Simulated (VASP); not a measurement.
Input of a VASP 6.6.1 run:

File INCAR:

```
SYSTEM = Hf
ALGO = Fast
EDIFF = 1E-7
EDIFFG = -0.002
ENCUT = 350
IBRION = 2
ISIF = 3
ISMEAR = 0
LASPH = .TRUE.
LCHARG = .FALSE.
LREAL = .FALSE.
LWAVE = .FALSE.
NELM = 80
NSW = 80
PREC = Accurate
PSTRESS = 1000
SIGMA = 0.1
```

The input KPOINTS:

```
k-points
0
G
  8 8 8
  0 0 0
```

The input POSCAR:

```
Hf                                      
1.0
   -1.4911477979      1.4911477979      1.4911477979
    1.4911477979     -1.4911477979      1.4911477979
    1.4911477979      1.4911477979     -1.4911477979
  Hf            
     1
Direct
     0.0000000000000000    0.0000000000000000    0.0000000000000000
```

Potentials or basis: VASP PAW LDA potentials, release 64 (Hf_pv).

Launch:

```sh
$ cat potpaw_LDA.64/Hf_pv/POTCAR > POTCAR
$ mpirun -np 1 vasp_std > vasp.out
```

Question: Predict the band gap on the k mesh.

Answer: None (metal or under the smearing width).

Step by step:
```tsv
step	energy change (eV)	largest force (eV/Å)	pressure (GPa)	volume (Å³)
1	0.0000	0.0000	99.94	13.26
2	0.0059	0.0000	100.29	13.25
3	0.0010	0.0000	100.04	13.26
4	0.0006	0.0000	100.02	13.26
```

Caveat: the k mesh is coarse (spacing up to 0.37 Å⁻¹), so the values aren't converged; the cell is relaxed towards a set pressure, so the enthalpy falls and the energy may rise. Spin-orbit coupling is left out, which matters for the levels of Hf.
